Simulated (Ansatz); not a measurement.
# MgTe: the gap from level to level

A database entry relaxed whole under r2SCAN at zero pressure (P6_3mc, No. 186):

```
Mg Te
1.0
     4.57893    0.00000    0.00000
    -2.28946    3.96547    0.00000
     0.00000    0.00000    7.45485
Mg Te
2 2
Direct
  0.33333 0.66667 0.00435
  0.66667 0.33333 0.50435
  0.33333 0.66667 0.38065
  0.66667 0.33333 0.88065
```

Its volume is 33.84 Å³ an atom, +4.4 % against the entry's 32.42, which is old or was flagged in a check.

Single points on this cell with plane-wave PAW DFT (Ansatz 0.2.0; r2SCAN 500 eV, hybrids 420 eV; fermi-dirac occupations of width 0.020 eV; no moments): r2SCAN on a 6×6×4 Γ-centred mesh; r2SCAN with spin-orbit coupling on a 6×6×4 Γ-centred mesh; HSE06 on a 6×6×4 Γ-centred mesh; PBE0 on a 6×6×4 Γ-centred mesh.

Task: What does each level give for gap and charges?

Result: The runs give:

```
                          level  gap (eV), or kind  pressure (GPa)  Bader charge of Mg (e)  Bader charge of Te (e)
                         r2SCAN               3.16             0.0                   +1.61                   -1.61
r2SCAN with spin-orbit coupling               2.90             0.0                   +1.61                   -1.61
                          HSE06               3.31            -0.1                   +1.59                   -1.59
                           PBE0               3.95            -0.1                   +1.59                   -1.59
```

Under r2SCAN the gap is 3.16 eV, over mesh and band path. HSE06 moves it by +0.15 eV and PBE0 by +0.79 eV; PBE0 keeps its exact exchange at long range, which widens the gap over HSE06's by 0.64 eV on their common mesh. Spin-orbit coupling moves the r2SCAN gap by -0.26 eV, which the hybrid values lack.

Caveats: the relaxation kept the start's symmetry; HSE06 is read on its mesh and at the zone's corners, PBE0 on its mesh alone; the relaxed cell lies far from the entry, by an error of the functional or of the entry; hybrid pressures are good to a few tenths of a GPa; pressure is positive in compression.
